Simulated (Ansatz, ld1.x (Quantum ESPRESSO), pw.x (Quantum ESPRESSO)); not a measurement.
**indium: does the TM potential hold in the solid?**

indium (In), norm-conserving Troullier–Martins (Kleinman–Bylander form), made with ld1.x (Quantum ESPRESSO) 7.5 (PBE, scalar-relativistic). Core [Kr], reference 4d10 5s2 5p1. Waves: 5s (bound): rc 1.90 bohr; 4d (bound): rc 1.55 bohr; 5p (bound): rc 2.35 bohr. Local part: the p channel. Core correction: Bessel-smoothed model core inside 1.35 bohr.

Crystal test: fcc In in pw.x 7.5, no spin, 12³ k-points, Fermi–Dirac smearing 0.01 Ry, cutoffs 145/580 Ry. The reference is all-electron LAPW (Ansatz 0.2.0) with the same functional, mesh and smearing; V0 and B0 come from Birch–Murnaghan fits to the pressures at five volumes. Errors are pseudo minus all-electron; Δ is the rms difference of the E(V) curves that follow from these fits, minima aligned, over ±6 % about the mean V0. Mesh and smearing are coarse, so the numbers serve the comparison and aren't converged zero-temperature values; the lattice is a test structure that the element need not adopt.

All-electron: a0 = 4.791 Å (V0 = 27.50 Å³/atom), B0 = 34.9 GPa.

How far does the potential miss the all-electron equation of state?

mean pressure error (GPa): +1.50; a0 (Å): 4.858; a0 error (%): +1.38; B0 error (%): -3.9; Δ (meV/atom): 8.7. This is a poor potential for the solid.

```
V (Å³/atom)  P all-electron (GPa)  P pseudo (GPa)
     26.366                  1.64            3.48
     27.060                  0.58            2.24
     27.754                 -0.32            1.17
     28.448                 -1.08            0.25
     29.142                 -1.74           -0.54
```

At the middle volume, how do free energy and pressure move when the wave cutoff is lowered (ecutrho kept at four times it)?

```
cutoff (Ry)  shift of F (meV/atom)  shift of P (GPa)
         65                 +910.8            -38.91
         87                  +28.6             -0.27
        116                  +13.9             -0.26
```

The run at the middle volume (72 k-points, 7 iterations) took about 57 s on one core of a shared host (Neoverse-V2, 96 threads, 742 GiB, load 56).
